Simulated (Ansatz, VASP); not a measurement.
# C63N (substitutional N in diamond) in two plane-wave programs

Aim: how closely do two programs agree when they are given the same cell, functional and k mesh? Of the first pair: The structure shown is the start of the Ansatz relaxation below; VASP solves that cell, so the two are compared at the walk's first step.

Main program and level: Ansatz 0.2.0; plane waves, with VASP 6.6.1 beside it; single point at LDA.

### Step 1. Set-up

The cell holds 64 atoms: 63 C and 1 N. Its edges and angles: a = 7.064 Å, b = 7.064 Å, c = 7.064 Å, α = 90.0°, β = 90.0°, γ = 90.0°. It derives from C (C (Fd-3m)). Nearest the centre at fractional (0.375, 0.375, 0.375): N64 at 0.30 Å, C48 at 1.51 Å, C26 at 1.54 Å, C4 at 1.54 Å, C41 at 1.55 Å, C7 at 2.48 Å, C13 at 2.48 Å, C6 at 2.48 Å. The cell carries charge +1.

### Step 2. Ansatz: relaxation, LDA

Ansatz runs on its default PAW (the set named soft_2) files.

The two programs are compared at the cell with which this relaxation starts, whose forces are those of its first step.

File input.yaml:

```yaml
crystal:
  lattice:
    - [7.06414985, 0.0, 0.0]
    - [0.0, 7.06414985, 0.0]
    - [0.0, 0.0, 7.06414985]
  atoms:
    - { symbol: C, position: [0.002484739, -0.000613765, 0.251210388] }
    - { symbol: C, position: [0.000453742, 0.248527786, 0.00237537] }
    - { symbol: C, position: [0.25110775, -0.002580881, -0.000357241] }
    - { symbol: C, position: [0.25020125, 0.25053285, 0.24722669] }
    - { symbol: C, position: [0.125662777, 0.127107094, 0.376771033] }
    - { symbol: C, position: [0.125152887, 0.374027303, 0.127654461] }
    - { symbol: C, position: [0.375449813, 0.126098611, 0.127570292] }
    - { symbol: "N", position: [0.400219153, 0.397355245, 0.401205195] }
    - { symbol: C, position: [0.000407894, 0.00097461, 0.747373323] }
    - { symbol: C, position: [-0.00144327, 0.247916497, 0.501261612] }
    - { symbol: C, position: [0.25103539, 0.001890508, 0.498164347] }
    - { symbol: C, position: [0.251932758, 0.248498161, 0.748577115] }
    - { symbol: C, position: [0.126081301, 0.125009554, 0.872383442] }
    - { symbol: C, position: [0.127532205, 0.37385764, 0.624453529] }
    - { symbol: C, position: [0.373381414, 0.122678256, 0.624926797] }
    - { symbol: C, position: [0.372460972, 0.375682887, 0.876050086] }
    - { symbol: C, position: [0.002086564, 0.501902702, 0.249795916] }
    - { symbol: C, position: [-0.000485717, 0.749934668, -0.002788456] }
    - { symbol: C, position: [0.251978035, 0.502023137, -9.9848e-05] }
    - { symbol: C, position: [0.249518062, 0.747210195, 0.249979948] }
    - { symbol: C, position: [0.124283995, 0.622535213, 0.376194922] }
    - { symbol: C, position: [0.124995035, 0.877728004, 0.125757394] }
    - { symbol: C, position: [0.375948494, 0.62617319, 0.127395759] }
    - { symbol: C, position: [0.376192509, 0.8775664, 0.374915203] }
    - { symbol: C, position: [-0.000729046, 0.498151897, 0.747982902] }
    - { symbol: C, position: [-0.001005417, 0.752461574, 0.499027648] }
    - { symbol: C, position: [0.251387888, 0.50211965, 0.501263539] }
    - { symbol: C, position: [0.252342722, 0.748480262, 0.749533387] }
    - { symbol: C, position: [0.123777121, 0.624633658, 0.877527061] }
    - { symbol: C, position: [0.123435399, 0.872951489, 0.623828973] }
    - { symbol: C, position: [0.374954865, 0.625594913, 0.62223238] }
    - { symbol: C, position: [0.375641302, 0.8722774, 0.875438017] }
    - { symbol: C, position: [0.498082366, -0.001833055, 0.250989072] }
    - { symbol: C, position: [0.501184347, 0.249910301, -0.00257001] }
    - { symbol: C, position: [0.750461463, 0.001845953, 0.00209647] }
    - { symbol: C, position: [0.747360247, 0.250480238, 0.250903742] }
    - { symbol: C, position: [0.626732472, 0.123187433, 0.373685155] }
    - { symbol: C, position: [0.624527115, 0.377318976, 0.123446164] }
    - { symbol: C, position: [0.874649274, 0.127644874, 0.124052737] }
    - { symbol: C, position: [0.87655138, 0.37596938, 0.372839167] }
    - { symbol: C, position: [0.499818879, -0.001732348, 0.747767996] }
    - { symbol: C, position: [0.50100999, 0.24837678, 0.502088242] }
    - { symbol: C, position: [0.747793434, 0.000164091, 0.5017663] }
    - { symbol: C, position: [0.74856259, 0.249967208, 0.752438945] }
    - { symbol: C, position: [0.624762553, 0.127561746, 0.873818156] }
    - { symbol: C, position: [0.627818655, 0.374826459, 0.625201854] }
    - { symbol: C, position: [0.872546192, 0.123631887, 0.625350383] }
    - { symbol: C, position: [0.877810057, 0.374662357, 0.874927501] }
    - { symbol: C, position: [0.500205363, 0.497475279, 0.251264629] }
    - { symbol: C, position: [0.497636369, 0.748533027, -0.00052623] }
    - { symbol: C, position: [0.751034876, 0.500330453, -0.002614481] }
    - { symbol: C, position: [0.748451763, 0.751351209, 0.25194753] }
    - { symbol: C, position: [0.625141009, 0.627167177, 0.373183648] }
    - { symbol: C, position: [0.623493308, 0.873102781, 0.123535037] }
    - { symbol: C, position: [0.877335112, 0.625456911, 0.126534328] }
    - { symbol: C, position: [0.876411331, 0.87671676, 0.373245989] }
    - { symbol: C, position: [0.498038657, 0.500032097, 0.747958485] }
    - { symbol: C, position: [0.49838781, 0.752303965, 0.500329035] }
    - { symbol: C, position: [0.748846407, 0.498852158, 0.502316756] }
    - { symbol: C, position: [0.751204266, 0.747534959, 0.74930072] }
    - { symbol: C, position: [0.625936274, 0.622365345, 0.874555413] }
    - { symbol: C, position: [0.626761056, 0.874859001, 0.622787654] }
    - { symbol: C, position: [0.873333077, 0.623242261, 0.6235346] }
    - { symbol: C, position: [0.87766137, 0.874857825, 0.875955286] }
total_charge: 1
basis:
  ecutwfc: 420
  xc_grid: 2
hamiltonian:
  xc: lda
kpoints:
  mp_grid: { grid: [1, 1, 1] }
scf:
  occupations: { method: fermi_dirac, width: 0.01 }
  max_iter: 120
relax:
  f_tol: 0.02
  max_steps: 80
  escape_saddle: false
output:
  forces: true
```

Command:

```
ansatz run input.yaml --threads 4 --pin off --max-ram 7536MiB --backend cpu --events-out ev --progress --plain --runs-dir out
```

Numbers of over 12 decimals in the logs are rounded to 6 here.

Output:

```text
The last accepted step is kept in <dir> (removed where the run ends without a failure and the disk answers)
Engine: ansatz 0.2.0, aarch64-unknown-linux-gnu
Pseudopotentials: kind: paw
Pseudopotential: C, paw, valence charge 4, recommended cutoff 420 eV (normal), C.paw.azcp
Pseudopotential: N, paw, valence charge 5, recommended cutoff 420 eV (normal), N.paw.azcp
Functional definition: SPW92
  exchange = slater_x
  correlation = pw_c
Crystal: 64 atoms, lattice volume = 352.517 Å³
Basis set: ecut = 420 eV, 6931 PW (Γ), exchange–correlation on 96×96×96 points (8 copies of the dense FFT grid, shifted against one another)
Bands: 192, of which v1, the nominal top of the filled ones, is band 128 counted from 1 (127 counted from 0)
Symmetry: 1 space group operations
Space group: P1 (ITA 1), of the structure as read, at distance tolerance 7.1e-5 Å
k-points: 1
Non-local potential: C, projectors of the file, l = 0: 2, l = 1: 2, l = 2: 1
Non-local potential: N, projectors of the file, l = 0: 2, l = 1: 2, l = 2: 1
PAW form: soft (Blöchl's): semilocal exchange-correlation on the pseudo side does not see the compensation charge
PAW frozen core: C, regenerated for the run's functional, and the local potential with it (the file was generated under x = pbe(κ = 0.804, μ = 0.219515), c = pbe(β = 0.066725))
PAW frozen core: N, regenerated for the run's functional, and the local potential with it (the file was generated under x = pbe(κ = 0.804, μ = 0.219515), c = pbe(β = 0.066725))
PAW one-centre angular grid: C, 110 points (default); XC on 64 Gauss nodes
PAW one-centre angular grid: N, 110 points (default); XC on 64 Gauss nodes
Initial density: superposition of atomic densities (neutral atoms scaled as one to the charged cell's electrons: chi_scale 0, normalization atom), corrected by the library's trained network
Initial wavefunctions: pseudopotential atomic-orbital guess
Functional: x = slater, c = lda
SCF iter   1: F=—  HF=-15687.903858 eV  |F-HF|=—  |Δ(HF+E_count)|=         —  Δρ=1.05e-2  dr2=2.95e-1  ethr=1.77e-3  ⟨swp⟩=6.0  Hψ=867  notcnv=0  defer=26
preconditioner: auto → Resta (q_TF=auto, 2.587 Å⁻¹)  ε∞=4.3  [insulator: Δε(μ)=1.953 eV  Ē_g=17.338 eV  σ=0.010 eV  W_gap=1.00  n_scr=92 (ndim 8)  ℏωp=31.6 eV  f_vac=0.000  D(μ)=0.00/eV (n_scr^D=0)  ε∞_Penn≈4.3]
SCF iter   2: F=—  HF=-15687.830220 eV  |F-HF|=—  |Δ(HF+E_count)|=   7.36e-2  Δρ=5.12e-3  dr2=7.16e-2  ethr=1.15e-4  ⟨swp⟩=2.0  Hψ=225  notcnv=0  defer=60
SCF iter   3: F=—  HF=-15687.805248 eV  |F-HF|=—  |Δ(HF+E_count)|=   2.50e-2  Δρ=6.18e-4  dr2=1.04e-3  ethr=2.80e-5  ⟨swp⟩=3.0  Hψ=235  notcnv=0  defer=60
SCF iter   4: F=—  HF=-15687.804941 eV  |F-HF|=—  |Δ(HF+E_count)|=   3.08e-4  Δρ=1.01e-4  dr2=4.71e-5  ethr=4.06e-7  ⟨swp⟩=2.0  Hψ=319  notcnv=0  defer=60
iter 5 did not close the SCF: its close was put off for the readings that it lacked (scf_convergence_deferred on its scf_iter line)
SCF iter   5: F=-15687.804925 eV  HF=-15687.804926 eV  |F-HF|=7.63e-7  |Δ(HF+E_count)|=   1.45e-5  Δρ=1.91e-5  dr2=1.23e-6  ethr=1.84e-8  ⟨swp⟩=2.0  Hψ=215  notcnv=0  defer=60
SCF iter   6: F=-15687.804926 eV  HF=-15687.804926 eV  |F-HF|=2.94e-8  |Δ(HF+E_count)|=   3.36e-7  Δρ=3.55e-6  dr2=4.61e-8  ethr=4.81e-10  ⟨swp⟩=1.0  Hψ=456  notcnv=0
SCF 1 converged in 6 iterations: F = -15687.804926 eV  dr2 = 4.61e-8
  greatest PAW one-centre occupation: 0.776 electrons in one spin orbital (limit 2), on the N atom at site 7 (counted from 0), in its partial waves of l = 0
relax step   1: F+E_penalty+E_count = -15687.80492579 eV  Δ(F+E_penalty+E_count) = +0.000e0 eV  max|allowed force component| = 5.382e0 eV/Å  Δτ_max = 0.0000 Å  (6 SCF iters, dr2 threshold 1.00e-5 eV, accepted)
Initial density: handed on by an earlier stage of this run
Initial wavefunctions: those handed on with the density
iter 1 solved again at ethr=7.80e-5 eV; its pass at ethr=3.10e-3 eV (dr2=2.00e-1 eV) is discarded
SCF iter   1: F=—  HF=-15689.510382 eV  |F-HF|=—  |Δ(HF+E_count)|=         —  Δρ=1.13e-2  dr2=1.99e-1  ethr=7.80e-5  ⟨swp⟩=2.0  Hψ=708  notcnv=0  defer=60
preconditioner: auto → Resta (q_TF=auto, 2.587 Å⁻¹)  ε∞=4.3  [insulator: Δε(μ)=2.845 eV  Ē_g=17.349 eV  σ=0.010 eV  W_gap=1.00  n_scr=92 (ndim 8)  ℏωp=31.6 eV  f_vac=0.000  D(μ)=0.00/eV (n_scr^D=0)  ε∞_Penn≈4.3]
SCF iter   2: F=—  HF=-15689.467279 eV  |F-HF|=—  |Δ(HF+E_count)|=   4.31e-2  Δρ=5.85e-3  dr2=5.03e-2  ethr=7.78e-5  ⟨swp⟩=3.0  Hψ=264  notcnv=0  defer=60
SCF iter   3: F=—  HF=-15689.453927 eV  |F-HF|=—  |Δ(HF+E_count)|=   1.34e-2  Δρ=3.87e-4  dr2=2.88e-4  ethr=1.96e-5  ⟨swp⟩=2.0  Hψ=264  notcnv=0  defer=60
iter 4 did not close the SCF: its close was put off for the readings that it lacked (scf_convergence_deferred on its scf_iter line)
SCF iter   4: F=-15689.453860 eV  HF=-15689.453865 eV  |F-HF|=4.61e-6  |Δ(HF+E_count)|=   6.22e-5  Δρ=5.27e-5  dr2=9.30e-6  ethr=1.12e-7  ⟨swp⟩=2.0  Hψ=215  notcnv=0  defer=60
[...]
atom   2  C      0.00017186     0.00061118     0.00017828
  atom   3  C      0.00055915     0.00025312     0.00023673
  atom   4  C     -0.00004684    -0.00010585    -0.00002206
  atom   5  C     -0.00002411    -0.00009514     0.00077145
  atom   6  C      0.00005707     0.00050731     0.00012390
  atom   7  C      0.00053300     0.00012184     0.00017726
  atom   8  N      0.00006093    -0.00019582    -0.00031778
  atom   9  C     -0.00015067     0.00003444     0.00012084
  atom  10  C     -0.00017598    -0.00002209     0.00018692
  atom  11  C      0.00031494    -0.00002730     0.00020916
  atom  12  C     -0.00019580    -0.00041435    -0.00002526
  atom  13  C     -0.00009340    -0.00012778     0.00036308
  atom  14  C     -0.00024269    -0.00018740     0.00002613
  atom  15  C     -0.00020833    -0.00028391    -0.00005687
  atom  16  C     -0.00020283    -0.00020838     0.00030375
  atom  17  C     -0.00004511     0.00010549     0.00013590
  atom  18  C     -0.00007469     0.00024251    -0.00008486
  atom  19  C      0.00014079     0.00010535    -0.00010971
  atom  20  C     -0.00009614    -0.00003143    -0.00019241
  atom  21  C     -0.00024746    -0.00006118    -0.00020773
  atom  22  C     -0.00015967     0.00048725    -0.00007083
  atom  23  C     -0.00018221     0.00008932    -0.00025225
  atom  24  C     -0.00009699     0.00038627    -0.00009572
  atom  25  C     -0.00005187    -0.00014794     0.00002010
[...]
atom  57  C      0.00017956     0.00017918     0.00007325
  atom  58  C      0.00007674     0.00013801     0.00027221
  atom  59  C      0.00013671     0.00015184     0.00028637
  atom  60  C      0.00002817     0.00007961    -0.00015936
  atom  61  C      0.00016928    -0.00000268     0.00020418
  atom  62  C      0.00004732     0.00031544    -0.00012508
  atom  63  C      0.00021393     0.00001421    -0.00001206
  atom  64  C     -0.00028838    -0.00022823    -0.00033295
  max |Σ_I F_I| component: 1.49e-5 eV/Å
--- Relaxed structure (5 steps of the walk, 5 accepted, 0 SCFs on fresh bases) ---
  F+E_penalty+E_count = -15689.85706222 eV   max|allowed force component| = 7.712e-4 eV/Å
  atoms:
    - { symbol: C, position: [0.000734323, 0.000403528, 0.249887] }
    - { symbol: C, position: [0.000734186, 0.249854, 0.000436627] }
    - { symbol: C, position: [0.250185, 0.000403719, 0.000436173] }
    - { symbol: C, position: [0.249935, 0.249605, 0.249637] }
    - { symbol: C, position: [0.125848, 0.125519, 0.376253] }
    - { symbol: C, position: [0.125848, 0.376221, 0.125551] }
    - { symbol: C, position: [0.376552, 0.125518, 0.125550] }
    - { symbol: N, position: [0.375562, 0.375234, 0.375266] }
    - { symbol: C, position: [0.000478884, 0.000148157, 0.750347] }
    - { symbol: C, position: [0.000277975, 0.250215, 0.500281] }
    - { symbol: C, position: [0.250544, -5.2035228703951874e-5, 0.500281] }
    - { symbol: C, position: [0.250546, 0.250217, 0.750549] }
    - { symbol: C, position: [0.125476, 0.125146, 0.875306] }
    - { symbol: C, position: [0.125850, 0.374241, 0.624977] }
    - { symbol: C, position: [0.374571, 0.125520, 0.624977] }
    - { symbol: C, position: [0.375563, 0.375233, 0.875264] }
    - { symbol: C, position: [0.000277554, 0.500249, 0.250246] }
    - { symbol: C, position: [0.000478555, 0.750315, 0.000181086] }
    - { symbol: C, position: [0.250544, 0.500249, -1.9349592373685952e-5] }
    - { symbol: C, position: [0.250546, 0.750516, 0.250248] }
    - { symbol: C, position: [0.125850, 0.624945, 0.374273] }
    - { symbol: C, position: [0.125476, 0.875273, 0.125178] }
    - { symbol: C, position: [0.374571, 0.624944, 0.125553] }
    - { symbol: C, position: [0.375563, 0.875231, 0.375265] }
    - { symbol: C, position: [0.000736239, 0.500608, 0.750092] }
[...]
- { symbol: C, position: [0.500580, 0.500250, 0.750549] }
    - { symbol: C, position: [0.500580, 0.750517, 0.500282] }
    - { symbol: C, position: [0.750847, 0.500250, 0.500282] }
    - { symbol: C, position: [0.750647, 0.750317, 0.750350] }
    - { symbol: C, position: [0.625648, 0.625319, 0.875309] }
    - { symbol: C, position: [0.625649, 0.875276, 0.625352] }
    - { symbol: C, position: [0.875606, 0.625319, 0.625351] }
    - { symbol: C, position: [0.875564, 0.875233, 0.875266] }
```

Reading the cycles: dr2 is the Hartree energy of the density residual (eV), the measure of convergence; HF is the Harris–Foulkes estimate of the energy, which meets the free energy F at convergence.

[end of part 1 of 3]

[Lines on the potential files, build, host, timing and source positions are cut from VASP's logs without a mark.]

[Logs are printed without paths, hosts, clocks, repeated set-up lines and the standing remarks that a program may print on its own settings, such as how far it seeks lower states.]

[Hosts, paths, dates, database ids (printed as entryN), source tags and the programs' standing remarks are cut or masked in the printed files.]
